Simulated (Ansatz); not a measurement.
# Ru: the cost of one run

Method: DFT PBE, scalar-relativistic, plane waves, PAW, in Ansatz 0.2.0.

1 further run of the same task is left out (set aside as unsound or not needed).

## Step 1: Starting point

The structure is hexagonal, space group P6_3/mmc (No. 194). The conventional cell has a = 2.706 Å, b = 2.706 Å, c = 4.282 Å, α = 90.00°, β = 90.00°, γ = 120.00°. Ru (site symmetry -6m2) is surrounded by 12 Ru at 2.65 to 2.71 Å.

Coordinates:

```
Ru
1.0
     2.70580    0.00000    0.00000
    -1.35290    2.34329    0.00000
     0.00000    0.00000    4.28190
Ru
2
Direct
  0.33333 0.66667 0.25000
  0.66667 0.33333 0.75000
```

The structure comes from the Crystallography Open Database.

## Step 2: A distortion that keeps the symmetry

Against the listed cell: strain xx, yy, zz, yz, xz, xy = +7.2, +7.2, -1.8, +0.0, +0.0, +0.0 %.

input.yaml

```yaml
crystal:
  lattice:
    - [2.9011580461, 0.0, 0.0]
    - [-1.4505790231, 2.5124765684, 0.0]
    - [0.0, 0.0, 4.20568218]
  atoms:
    - { symbol: Ru, position: [0.3333333333, 0.6666666667, 0.25] }
    - { symbol: Ru, position: [0.6666666667, 0.3333333333, 0.75] }
basis:
  ecutwfc: 420
kpoints:
  mp_grid: { grid: [18, 18, 10] }
hamiltonian:
  xc: pbe
scf:
  occupations: { method: gaussian, width: 0.1 }
output:
  forces: true
  stress: true
  eigenvalues: true
```

Q: Estimate wall time and peak memory on 1 thread of an Arm CPU, shared host.

About 5.1 s, with a peak of 0.37 GiB.
